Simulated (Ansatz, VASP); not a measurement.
Li2Se3: VASP beside Ansatz

INCAR

```
PREC = Accurate
ENCUT = 600
EDIFF = 1E-6
ISMEAR = 0
SIGMA = 0.1
LREAL = F
LASPH = T
NELM = 100
ALGO = Normal
ISIF = 3
LWAVE = F
LCHARG = F
GGA = PE
IBRION = 2
NSW = 90
EDIFFG = -0.04
```

KPOINTS

```
regular mesh
0
Gamma
  6 6 4
```

The input POSCAR:

```
Li2Se3
1.0
    4.2071172852      0.0000000000      0.0000000000
   -2.1035586426      3.6434704457      0.0000000000
    0.0000000000      0.0000000000      6.5455911062
Li Se
2 3
Direct
    0.3333333333      0.6666666667      0.2450000000
    0.6666666667      0.3333333333      0.7550000000
    0.0000000000      0.0000000000      0.0000000000
    0.3333333333      0.6666666667      0.6450000000
    0.6666666667      0.3333333333      0.3550000000
```

Input for Ansatz:

```yaml
crystal:
  lattice:
    - [4.2071172852, 0.0, 0.0]
    - [-2.1035586426, 3.6434704457, 0.0]
    - [0.0, 0.0, 6.5455911062]
  atoms:
    - { symbol: Li, position: [0.3333333333, 0.6666666667, 0.245] }
    - { symbol: Li, position: [0.6666666667, 0.3333333333, 0.755] }
    - { symbol: Se, position: [0.0, 0.0, 0.0] }
    - { symbol: Se, position: [0.3333333333, 0.6666666667, 0.645] }
    - { symbol: Se, position: [0.6666666667, 0.3333333333, 0.355] }
basis:
  ecutwfc: 420
kpoints:
  mp_grid: { grid: [6, 6, 4] }
hamiltonian:
  xc: pbe
scf:
  occupations: { method: gaussian, width: 0.1 }
  lower_state_search: "off"
output:
  forces: true
  stress: true
  eigenvalues: true
relax:
  adjacent_minimum: "off"
  f_tol: 0.04
  max_steps: 70
  cell: { stress_tol: 0.4 }
```

Alike in both runs: task relaxation of cell and atoms; functional PBE; k mesh 6 × 6 × 4; occupations gaussian, width 0.1 eV; no spin polarisation.

|  | VASP | Ansatz |
| --- | --- | --- |
| version | VASP 6.6.1 | Ansatz 0.2.0 |
| potentials or method | VASP PAW PBE potentials, release 64 (Li_sv, Se) | scalar-relativistic, plane waves, PAW |
| plane-wave cutoff (eV) | 600 | 420 |
| valence electrons in the cell | 24 | 54 |

```tsv
	VASP	Ansatz	Ansatz less VASP
gap on the k mesh at the Fermi level, each at its own relaxed structure (eV)	none	none	-
relaxed volume (Å³/atom)	21.64	21.72	+0.078
relaxed cell length with the largest relative difference (Å)	6.733	6.789	+0.0556
energy change over the relaxation (meV/atom)	-190	-191	-1.0
```

A gap of «none» marks a metal or a gap that the smearing closes. The two sets of potentials don't hold the same shells in valence.

Caveats: the cutoff is under 1.25 times the usual one of these potentials, so pressure, stress and relaxed cells hold a basis-set (Pulay) error (VASP).
